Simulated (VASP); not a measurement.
The system is Se.

```
Se
1.0
     4.36620    0.00000    0.00000
    -2.18310    3.78124    0.00000
     0.00000    0.00000    4.95360
Se
3
Direct
  0.22540 0.00000 0.33333
  0.00000 0.22540 0.66667
  0.77460 0.77460 0.00000
```

```yaml
Program: VASP 6.6.1
Task: relaxation of cell and atoms
Functional: rev-vdW-DF2
Potentials_or_basis: VASP PAW PBE potentials, release 64 (Se)
Cutoff: 600 eV
k_mesh: 9 × 9 × 6
Occupations: gaussian, width 0.03 eV
Spin: no spin polarisation
```

At the start: pressure 2.0 GPa; volume 27.26 Å³/atom.

Q: Where does the relaxation end?

A: Over 11 steps the energy falls by 26.8 meV/atom and the volume is 25.29 Å³/atom (-7.2 %); space group P3_121 (No. 152, to 0.05 Å).

Step by step:
| step | energy change (eV) | largest force (eV/Å) | pressure (GPa) | volume (Å³) |
| --- | --- | --- | --- | --- |
| 1 | 0.0000 | 0.6307 | 2.03 | 81.78 |
| 2 | -0.0116 | 0.2683 | -2.53 | 85.93 |
| 3 | -0.0331 | 0.0996 | -0.63 | 84.01 |
| 4 | -0.0415 | 0.0996 | -0.57 | 83.09 |
| 5 | -0.0624 | 0.1085 | -0.26 | 80.36 |
| 6 | -0.0766 | 0.1464 | 0.96 | 74.96 |
| 7 | -0.0791 | 0.0030 | 0.13 | 74.95 |
| 8 | -0.0793 | 0.0294 | 0.28 | 74.95 |
| 9 | -0.0798 | 0.0164 | 0.16 | 75.25 |
| 10 | -0.0803 | 0.0100 | -0.10 | 75.87 |
| 11 | -0.0804 | 0.0028 | -0.01 | 75.88 |

Final structure:
```xyz
3
Lattice="4.1188 0.0000 0.0000 -2.0594 3.5670 0.0000 0.0000 0.0000 5.1650" Properties=species:S:1:pos:R:3 pbc="T T T"
Se    1.0124    0.0000    1.7217
Se    3.6126    0.8768    3.4434
Se    1.5532    2.6902    0.0000
```

Caveat: the PAW data sets were made with another functional, which shifts forces and pressure a little.
